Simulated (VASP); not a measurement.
# Pb (Im-3m) in VASP: a series of runs

Runs on Pb. Level: RPBE. Tasks: single point.

All numbers are computed with VASP 6.6.1; they aren't measurements. Logs are shortened: lines on timing, memory, paths and dates and some standing lists are left out, and cuts for length are marked.

## 1. The crystal as given

It takes space group Im-3m (No. 229, cubic). The conventional cell has a = 4.205 Å, b = 4.205 Å, c = 4.205 Å, α = 90.00°, β = 90.00°, γ = 90.00°. Pb (site symmetry m-3m) is surrounded by 8 Pb at 3.64 Å.

This isn't the form of Pb at room conditions, which is fcc.

## 2. Single point, RPBE

File INCAR:

```
ALGO     = Normal         # electronic algorithm
EDIFF    = 1E-7           # SCF threshold, eV
ENCUT    = 520            # plane-wave cutoff, eV
GGA      = RP             # functional
ISIF     = 2              # what is computed and relaxed
ISMEAR   = -1             # smearing method
LASPH    = True           # aspherical terms in the spheres
LCHARG   = True           # write CHGCAR
LELF     = True           # ELF
LREAL    = False          # projectors in reciprocal space
LVHAR    = True         
LWAVE    = False          # write WAVECAR
NBANDS   = 13             # bands
NELM     = 80             # most SCF steps
PREC     = Accurate       # precision mode
SIGMA    = 0.1            # smearing width, eV
```

File KPOINTS:

```
k-points
0
Gamma
  12 12 12
```

File POSCAR:

```
Pb
1.0
   -2.1027417493      2.1027417493      2.1027417493
    2.1027417493     -2.1027417493      2.1027417493
    2.1027417493      2.1027417493     -2.1027417493
Pb
1
Direct
    0.0000000000      0.0000000000      0.0000000000
```

Potentials or basis: VASP PAW PBE potentials, release 64 (Pb_d).

On the command line:

```
cat potpaw_PBE.64/Pb_d/POTCAR > POTCAR
mpirun -np 1 vasp_std > vasp.out
```

OUTCAR:

```text
EDIFF = 1E-7
   ENCUT = 520
   GGA = RP
   ISIF = 2
   ISMEAR = -1
   LASPH = True
   LREAL = False
   NELM = 80
   PREC = Accurate

 ion  position               nearest neighbor table
   1  0.000  0.000  0.000-

  LATTYP: Found a body centered cubic cell.
 ALAT       =     4.2054834986

  Lattice vectors:

 A1 = (  -2.1027417493,   2.1027417493,   2.1027417493)
 A2 = (   2.1027417493,  -2.1027417493,   2.1027417493)
 A3 = (   2.1027417493,   2.1027417493,  -2.1027417493)

Analysis of symmetry for initial positions (statically):
=====================================================================
 Subroutine PRICEL returns:
 Original cell was already a primitive cell.

 Routine SETGRP: Setting up the symmetry group for a
 body centered cubic supercell.

 Subroutine GETGRP returns: Found 48 space group operations
 (whereof 48 operations were pure point group operations)
 out of a pool of 48 trial point group operations.

The static configuration has the point symmetry O_h .

Analysis of symmetry for dynamics (positions and initial velocities):
=====================================================================
 Subroutine PRICEL returns:
 Original cell was already a primitive cell.

 Routine SETGRP: Setting up the symmetry group for a
 body centered cubic supercell.

 Subroutine GETGRP returns: Found 48 space group operations
 (whereof 48 operations were pure point group operations)
 out of a pool of 48 trial point group operations.

The dynamic configuration has the point symmetry O_h .

 Subroutine INISYM returns: Found 48 space group operations
 (whereof 48 operations are pure point group operations),
 and found     1 'primitive' translations

----------------------------------------------------------------------------------------

                                     Primitive cell

  volume of cell :      37.1893

  direct lattice vectors                    reciprocal lattice vectors
    -2.102741749  2.102741749  2.102741749     0.000000000  0.237784787  0.237784787
     2.102741749 -2.102741749  2.102741749     0.237784787  0.000000000  0.237784787
     2.102741749  2.102741749 -2.102741749     0.237784787  0.237784787  0.000000000

  length of vectors
     3.642055545  3.642055545  3.642055545     0.336278471  0.336278471  0.336278471

  position of ions in fractional coordinates (direct lattice)
     0.000000000  0.000000000  0.000000000

  ion indices of the primitive-cell ions
   primitive index   ion index
                 1           1

----------------------------------------------------------------------------------------

 KPOINTS: k-points

Automatic generation of k-mesh.
 Grid dimensions read from file:
 generate k-points for:   12   12   12

 Generating k-lattice:

  Cartesian coordinates                     Fractional coordinates (reciprocal lattice)
     0.000000000  0.019815399  0.019815399     0.083333333  0.000000000  0.000000000
     0.019815399  0.000000000  0.019815399     0.000000000  0.083333333  0.000000000
     0.019815399  0.019815399  0.000000000     0.000000000  0.000000000  0.083333333

  Length of vectors
     0.028023206  0.028023206  0.028023206

  Shift w.r.t. Gamma in fractional coordinates (k-lattice)
     0.000000000  0.000000000  0.000000000

 Subroutine IBZKPT returns following result:
 ===========================================

 Found     72 irreducible k-points:

 Following reciprocal coordinates:
            Coordinates               Weight
  0.000000  0.000000  0.000000      1.000000
  0.083333  0.000000  0.000000     12.000000
  0.166667  0.000000  0.000000     12.000000
  0.250000  0.000000  0.000000     12.000000
  0.333333  0.000000  0.000000     12.000000
  0.416667  0.000000  0.000000     12.000000
[... 16 lines left out ...]
  0.333333  0.083333  0.083333     24.000000
  0.416667  0.083333  0.083333     12.000000
 [... further k-points ...]
   k-points           NKPTS =     72   k-points in BZ     NKDIM =     72   number of bands    NBANDS=     13
   number of dos      NEDOS =    301   number of ions     NIONS =      1
   total plane-waves  NPLWV =  21952
   dimension x,y,z NGX =    28 NGY =   28 NGZ =   28
   dimension x,y,z NGXF=    56 NGYF=   56 NGZF=   56
   ions per type =               1
   NGX,Y,Z   is equivalent  to a cutoff of  12.78, 12.78, 12.78 a.u.
   NGXF,Y,Z  is equivalent  to a cutoff of  25.56, 25.56, 25.56 a.u.
 SYSTEM =  unknown system
   PREC   = accura    normal or accurate (medium, high low for compatibility)
   ISTART =      0    job   : 0-new  1-cont  2-samecut
   ICHARG =      2    charge: 1-file 2-atom 10-const
   ISPIN  =      1    spin polarized calculation?
   LNONCOLLINEAR =      F non collinear calculations
   LSORBIT =      F    spin-orbit coupling
   LASPH  =      T    aspherical Exc in radial PAW
   ENCUT  =  520.0 eV  38.22 Ry    6.18 a.u.   6.77  6.77  6.77*2*pi/ulx,y,z
   NELM   =     80;   NELMIN=  2; NELMDL= -5     # of ELM steps
   EDIFF  = 0.1E-06   stopping-criterion for ELM
   LREAL  =      F    real-space projection
   EDIFFG = 0.1E-05   stopping-criterion for IOM
   NSW    =      0    number of steps for IOM
   IBRION =     -1    ionic relax: 0-MD 1-quasi-New 2-CG
   NFREE  =      0    steps in history (QN), initial steepest desc. (CG)
   ISIF   =      2    stress and relaxation
   ISYM   =      2    0-nonsym 1-usesym 2-fastsym
   POTIM  = 0.5000    time-step for ionic-motion
   TEBEG  =    0.0;   TEEND  =   0.0 temperature during run
   PSTRESS=    0.0 pullay stress
   NELECT =      14.0000    total number of electrons
   NUPDOWN=      -1.0000    fix difference up-down
   EMIN   =  10.00;   EMAX   =-10.00  energy-range for DOS
   EFERMI =   0.00;   METHOD = LEGACY
   ISMEAR =    -1;   SIGMA  =   0.10  broadening in eV -4-tet -1-fermi 0-gaus
   EFERMI_NEDOS =   21; number of points for ismear=-14 and -15
   IALGO  =     38    algorithm
   IMIX   =      4    mixing-type and parameters
     AMIX     =   0.40;   BMIX     =  1.00
     AMIX_MAG =   1.60;   BMIX_MAG =  1.00
  volume/ion in A,a.u.               =      37.19       250.97
  Fermi-wavevector in a.u.,A,eV,Ry     =   1.182075  2.233797 19.011428  1.397301
  Thomas-Fermi vector in A             =   2.318336
   LORBIT       =      0    0 simple, 1 ext, 2 COOP (PROOUT), +10 PAW based schemes
   GGA     = RP    functional components
   LHFCALC =     F    Hartree Fock is set to
   AEXX    =    0.0000 exact exchange contribution
   IVDW    =     0    specifies the selected vdW correction
   LEPSILON=     F    determine dielectric tensor
   LRPA    =     F    only Hartree local field effects (RPA)
 non-spin polarized calculation
  energy-cutoff  :      520.00
  volume of cell :       37.19
 maximum number of plane-waves:      1048
   NGX = 13   NGY = 13   NGZ = 13

 number of electron      13.9999994 magnetization

 Free energy of the ion-electron system (eV)
  ---------------------------------------------------
  ext. energy  EPLUGINS =         0.00000000
  ---------------------------------------------------
  free energy    TOTEN  =        -3.11005564 eV

  energy without entropy =       -3.08857884  energy(sigma->0) =       -3.09931724

 E-fermi :   5.3258     XC(G=0):  -9.1387

 val. band max:        5.3133445107   @ k =  -0.4167  -0.4167   0.0833
 cond. band min:       5.3327211436   @ k =  -0.4167   0.5000   0.2500
 fundamental gap:      0.0193766329
 Fermi energy:         5.3257771104

 k-point     1 :       0.0000    0.0000    0.0000
  band No.  band energies     occupation
      1     -11.7576      2.00000
      2     -11.7576      2.00000
      3     -11.7576      2.00000
      4     -11.6271      2.00000
      5     -11.6271      2.00000
      6      -5.1975      2.00000
      7      11.3620      0.00000
      8      11.3620      0.00000
      9      11.3620      0.00000
     10      14.3435      0.00000
     11      16.0587      0.00000
     12      16.0587      0.00000
     13      16.0587      0.00000

 k-point     2 :       0.0833    0.0000    0.0000
  band No.  band energies     occupation
      1     -11.7604      2.00000
      2     -11.7533      2.00000
      3     -11.7440      2.00000
      4     -11.6303      2.00000
      5     -11.6275      2.00000
      6      -5.0852      2.00000
      7      10.1482      0.00000
      8      11.0208      0.00000
      9      11.2532      0.00000
     10      14.7704      0.00000
     11      15.4951      0.00000
     12      15.5456      0.00000
     13      15.8645      0.00000

 k-point     3 :       0.1667    0.0000    0.0000
  band No.  band energies     occupation
      1     -11.7681      2.00000
      2     -11.7432      2.00000
      3     -11.7064      2.00000
      4     -11.6380      2.00000
      5     -11.6287      2.00000
      6      -4.7517      2.00000
      7       8.0906      0.00000
      8      10.2640      0.00000
      9      10.9503      0.00000
     10      13.7062      0.00000
     11      14.7619      0.00000
     12      15.7812      0.00000
     13      16.6814      0.00000
[... 305 lines left out ...]
 k-point    23 :       0.3333    0.0833    0.0833
  band No.  band energies     occupation
      1     -11.7851      2.00000
      2     -11.7307      2.00000
      3     -11.6375      2.00000
      4     -11.6328      2.00000
      5     -11.5787      2.00000
      6      -2.6723      2.00000
      7       2.9800      2.00000
      8       7.0535      0.00000
      9       8.5318      0.00000
     10      13.8662      0.00000
     11      15.1957      0.00000
     12      17.7514      0.00000
     13      18.8044      0.00000

 k-point    24 :       0.4167    0.0833    0.0833
  band No.  band energies     occupation
      1     -11.7874      2.00000
      2     -11.7299      2.00000
      3     -11.6344      2.00000
      4     -11.6328      2.00000
      5     -11.5703      2.00000
      6      -2.3565      2.00000
      7       2.4666      2.00000
      8       6.8691      0.00000
      9       8.4300      0.00000
     10      13.7629      0.00000
     11      15.1438      0.00000
     12      18.1203      0.00000
     13      19.1815      0.00000

 [... further k-points ...]

------------------------ aborting loop because EDIFF is reached ----------------------------------------

  FORCE on cell =-STRESS in cart. coord.  units (eV):
  Direction    XX          YY          ZZ          XY          YZ          ZX
  --------------------------------------------------------------------------------------
  -------------------------------------------------------------------------------------
  Total       -0.6699868     -0.6699868     -0.6699868      0.0000000     -0.0000000      0.0000000
  in kB      -28.8641657    -28.8641657    -28.8641657      0.0000000     -0.0000000      0.0000000
  external PRESSURE =     -28.8641657 kB  Pullay stress =       0.0000000 kB

 VOLUME and BASIS-vectors are now :
 -----------------------------------------------------------------------------
  energy-cutoff  :      520.00
  volume of cell :       37.19
      direct lattice vectors                 reciprocal lattice vectors
    -2.102741749  2.102741749  2.102741749     0.000000000  0.237784787  0.237784787
     2.102741749 -2.102741749  2.102741749     0.237784787  0.000000000  0.237784787
     2.102741749  2.102741749 -2.102741749     0.237784787  0.237784787  0.000000000

 POSITION                                       TOTAL-FORCE (eV/Angst)
 -----------------------------------------------------------------------------------
      0.00000      0.00000      0.00000         0.000000      0.000000      0.000000
 -----------------------------------------------------------------------------------
    total drift:                               -0.000000     -0.000000     -0.000000

  FREE ENERGIE OF THE ION-ELECTRON SYSTEM (eV)
  ---------------------------------------------------
  free  energy   TOTEN  =        -3.1100556358 eV

  energy  without entropy=       -3.0885788358  energy(sigma->0) =       -3.09931724
```

Run time: 11 s. Hardware: 1 thread of Intel Xeon 6975P-C (Granite Rapids), shared host; peak memory 0.17 GiB.

What came out:

```
Free energy            : -3.1101 eV
Pressure               : -2.9 GPa
Band gap on the k mesh : none (metal or under the smearing width)
```

Levels at points of the mesh, in eV from the Fermi level:
```tsv
k point	band 4	band 5	band 6	band 7	band 8	band 9	band 10	band 11
(0.00, 0.00, 0.00)	-16.95	-16.95	-10.52	6.04	6.04	6.04	9.02	10.73
(0.50, 0.00, 0.00)	-16.96	-16.87	-7.79	-3.14	2.89	4.49	6.50	8.10
(0.50, 0.50, 0.50)	-16.89	-16.89	-5.94	-0.15	-0.15	-0.15	4.38	4.38
```

Caveat: the PAW data sets were made with another functional, which shifts forces and pressure a little.

## 3. Single point, RPBE

This run uses another cell than the first one, of 31.88 Å³/atom, 0.857 times its volume.

File INCAR:

```
SYSTEM = Pb
PREC = Accurate
ENCUT = 520
EDIFF = 1E-6
ISMEAR = -1
SIGMA = 0.1
LREAL = .FALSE.
LASPH = .TRUE.
NELM = 80
ALGO = Fast
ISIF = 2
LWAVE = .FALSE.
LCHARG = .FALSE.
GGA = RP
NBANDS = 13
```

File KPOINTS:

```
Automatic mesh
0
G
  12 12 12
  0 0 0
```

File POSCAR:

```
Pb
1.0
   -1.9974243551      1.9974243551      1.9974243551
    1.9974243551     -1.9974243551      1.9974243551
    1.9974243551      1.9974243551     -1.9974243551
Pb
1
Direct
    0.0000000000      0.0000000000      0.0000000000
```

Potentials or basis: VASP PAW PBE potentials, release 64 (Pb_d).

On the command line:

```
cat potpaw_PBE.64/Pb_d/POTCAR > POTCAR
mpirun -np 1 vasp_std > vasp.out
```

Run time: 14 s. Hardware: 1 thread of Intel Xeon 6975P-C (Granite Rapids), shared host; peak memory 0.16 GiB.

It converged, with:

* Free energy: -3.1387 eV
* Pressure: 1.7 GPa
* Band gap on the k mesh: none (metal or under the smearing width)

Levels at points of the mesh, in eV from the Fermi level:
```tsv
k point	band 4	band 5	band 6	band 7	band 8	band 9	band 10	band 11
(0.00, 0.00, 0.00)	-16.94	-16.94	-11.40	7.26	7.26	7.26	11.02	11.02
(0.50, 0.00, 0.00)	-16.94	-16.81	-7.83	-3.80	3.35	5.03	7.28	8.73
(0.50, 0.50, 0.50)	-16.84	-16.84	-5.33	-0.29	-0.29	-0.29	4.51	4.51
```

Caveat: the PAW data sets were made with another functional, which shifts forces and pressure a little. The run has no spin-orbit coupling, so splittings on Pb are missing.
